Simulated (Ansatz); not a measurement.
C4H6, SMILES `C=C1CC1`. Charge 0, multiplicity 1. Geometry: relaxed with PBE0-D4/def2-TZVP.

```xyz
10

C    -1.642    0.063   -0.315
C    -0.352    0.014   -0.067
C     0.742   -0.552    0.713
C     0.992    0.486   -0.380
H    -2.346   -0.546    0.242
H    -2.043    0.714   -1.085
H     0.863   -0.238    1.745
H     1.047   -1.575    0.517
H     1.462    0.149   -1.298
H     1.278    1.486   -0.071
```

Q: What is the dipole moment at r2SCAN/def2-TZVPP? (Estimate.)

A: Computed: 0.50 D, with components (0.49, -0.02, 0.09) D in this frame, pointing from negative to positive charge.

Q: And with PBE, B3LYP, ωB97M-V? (Best estimate.)

A: The calculation gave: PBE 0.47 D, B3LYP 0.46 D, ωB97M-V 0.45 D.

Q: Give the Mulliken charges with r2SCAN, ωB97M-V, PBE in def2-TZVPP. (Best estimate.)

A: The calculation gave: 
```
atom  r2SCAN  ωB97M-V    PBE
  C1   -0.21    -0.25  -0.20
  C2   -0.02    -0.03  -0.06
  C3   -0.07    -0.15  -0.11
  C4   -0.07    -0.15  -0.11
  H5    0.08     0.10   0.09
  H6    0.08     0.10   0.09
  H7    0.05     0.09   0.08
  H8    0.05     0.09   0.08
  H9    0.05     0.09   0.08
 H10    0.05     0.09   0.08
```

B3LYP here is the variant with VWN-RPA as its local correlation; programs differ in this.
